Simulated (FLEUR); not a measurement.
# CdS (Greenockite) (P6_3mc) in FLEUR: notebook, part 2 of 2

FLEUR MaX-R8.1 (patched build s14). Earlier steps stand in the parts before.

## (5) Equation of state, LDA exchange alone (X-alpha), 25.12 Å³/atom

Changes to inp.xml since step 4:

```diff
@@ -24,3 +24,3 @@
       <xi:include xmlns:xi="http://www.w3.org/2001/XInclude" href="sym.xml"> </xi:include>
-      <bulkLattice scale="0.9864848297">
+      <bulkLattice scale="1.0000000000">
          <bravaisMatrix>
```

Command:

```sh
> inpgen -f crystal.txt -profile fastHighL
> # inp.xml edited to the form shown
> fleur
```

Run time: 2.9 min. Hardware: 1 thread of Intel Xeon 6975P-C (Granite Rapids), shared host; peak memory 0.11 GiB.

It converged, with:

* Free energy: -325624.0218 eV
* Band gap on the k mesh: 0.77 eV, direct
* Valence electrons inside the program's atomic spheres: Cd 18.33; S 3.29 (radii Cd 2.45, S 1.84 bohr)

Caveat: the plane-wave cutoff is short for the semicore states, which can make moduli rough.

## (6) Equation of state, LDA exchange alone (X-alpha), 26.13 Å³/atom (volume scaled by 1.04)

Changes to inp.xml since step 5:

```diff
@@ -24,3 +24,3 @@
       <xi:include xmlns:xi="http://www.w3.org/2001/XInclude" href="sym.xml"> </xi:include>
-      <bulkLattice scale="1.0000000000">
+      <bulkLattice scale="1.0131594038">
          <bravaisMatrix>
```

Potentials or basis: all-electron, FLAPW.

Command:

```sh
> inpgen -f crystal.txt -profile fastHighL
> # inp.xml edited to the form shown
> fleur
```

Run time: 3.2 min. Hardware: 1 thread of Intel Xeon 6975P-C (Granite Rapids), shared host; peak memory 0.12 GiB.

The run converged. Its results:

```
Free energy                                           : -325624.0010 eV
Band gap on the k mesh                                : 0.69 eV, direct
Valence electrons inside the program's atomic spheres : Cd 18.29; S 3.27 (radii Cd 2.45, S 1.84 bohr)
```

Caveat: the plane-wave cutoff is short for the semicore states, which can make moduli rough.

## (7) Equation of state, LDA exchange alone (X-alpha), 26.63 Å³/atom (volume scaled by 1.06)

Changes to inp.xml since step 6:

```diff
@@ -24,3 +24,3 @@
       <xi:include xmlns:xi="http://www.w3.org/2001/XInclude" href="sym.xml"> </xi:include>
-      <bulkLattice scale="1.0131594038">
+      <bulkLattice scale="1.0196128224">
          <bravaisMatrix>
```

Command:

```sh
> inpgen -f crystal.txt -profile fastHighL
> # inp.xml edited to the form shown
> fleur
```

Run time: 3.3 min. Hardware: 1 thread of Intel Xeon 6975P-C (Granite Rapids), shared host; peak memory 0.12 GiB.

It converged, with:

```yaml
Free_energy: -325623.9721 eV
Band_gap_on_the_k_mesh: 0.64 eV, direct
Valence_electrons_inside_the_program's_atomic_spheres: Cd 18.28; S 3.27 (radii Cd 2.45, S 1.84 bohr)
```

Caveat: the plane-wave cutoff is short for the semicore states, which can make moduli rough.

## (8) Equation of state, LDA exchange alone (X-alpha)

No new run: the results of the series are fitted here.

What came out:

- Equilibrium volume: 25.24 Å³/atom
- Bulk modulus at fixed shape and positions: 58 GPa

Energy against volume, from the lowest point:
```tsv
volume (Å³/atom)	energy (meV/atom)
23.614	21.37
24.116	9.77
25.121	0.00
26.126	5.19
26.628	12.43
```

Caveat: the plane-wave cutoff is short for the semicore states, which can make moduli rough; the cell was scaled at fixed shape and fractional positions, which overstates the stiffness of a crystal with free parameters, most of all of layers and chains.

## (9) Against experiment

Step 2. Measured gap of CdS: 2.5809 eV (quoted in “Isotope dependence of band-gap energy”, 2008, arxiv:0807.2152). This calculation gives 0.77 eV (-1.81 eV). So large a miss can be the level of theory's own, or it may mean another phase, state or a wrong row. Spin-orbit coupling on Cd is left out. The value is that of LDA exchange alone (X-alpha), without temperature or zero-point motion.
